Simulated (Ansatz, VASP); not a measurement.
**One calculation of Ge, two programs**

The input INCAR:

```
  ALGO = Normal
  EDIFF = 1E-7
  ENCUT = 520
  GGA = PS
  ISIF = 2
  ISMEAR = -1
  LASPH = T
  LCHARG = F
  LREAL = F
  LWAVE = F
  NBANDS = 36
  NELM = 80
  PREC = Accurate
  SIGMA = 0.1
```

File KPOINTS:

```
k-points
0
Gamma
  7 7 4
```

Contents of POSCAR:

```
Ge
1.0
    4.0674269150      0.0000000000      0.0000000000
   -2.0337134575      3.5224950061      0.0000000000
    0.0000000000      0.0000000000      6.7146742308
Ge
4
Direct
    0.6666666667      0.3333333333      0.0629010000
    0.3333333333      0.6666666667      0.5629010000
    0.6666666667      0.3333333333      0.4370990000
    0.3333333333      0.6666666667      0.9370990000
```

Input for Ansatz:

```yaml
crystal:
  lattice:
    - [4.067426915028783, 0.0, 0.0]
    - [-2.0337134575143914, 3.5224950061176195, 0.0]
    - [0.0, 0.0, 6.714674230810497]
  atoms:
    - { symbol: Ge, position: [0.6666666666666666, 0.3333333333333333, 0.062901] }
    - { symbol: Ge, position: [0.3333333333333333, 0.6666666666666666, 0.562901] }
    - { symbol: Ge, position: [0.6666666666666666, 0.3333333333333333, 0.437099] }
    - { symbol: Ge, position: [0.3333333333333333, 0.6666666666666666, 0.937099] }
basis:
  ecutwfc: 500.0
kpoints:
  mp_grid:
    grid: [7, 7, 4]
hamiltonian:
  xc: pbesol
  pseudopotentials:
    kind: paw
scf:
  occupations:
    method: fermi_dirac
output:
  stress: true
```

This isn't the form of Ge at room conditions, which is diamond.

Alike in both runs: task single point; functional PBEsol; k mesh 7 × 7 × 4; no spin polarisation.

|  | VASP | Ansatz |
| --- | --- | --- |
| version | VASP 6.6.1 | Ansatz 0.2.0 |
| potentials or method | VASP PAW PBE potentials, release 64 (Ge_d) | plane waves, PAW |
| plane-wave cutoff (eV) | 520 | 500 |
| occupations | fermi-dirac, width 0.1 eV | fermi-dirac |
| valence electrons in the cell | 56 | 56 |

```tsv
	VASP	Ansatz	Ansatz less VASP
pressure (GPa)	-3.1	-3.1	+0.07
largest component of the traceless stress (GPa)	0.34	0.35	+0.005
```

Caveats: the PAW data sets were made with another functional, which shifts forces and pressure a little (VASP).
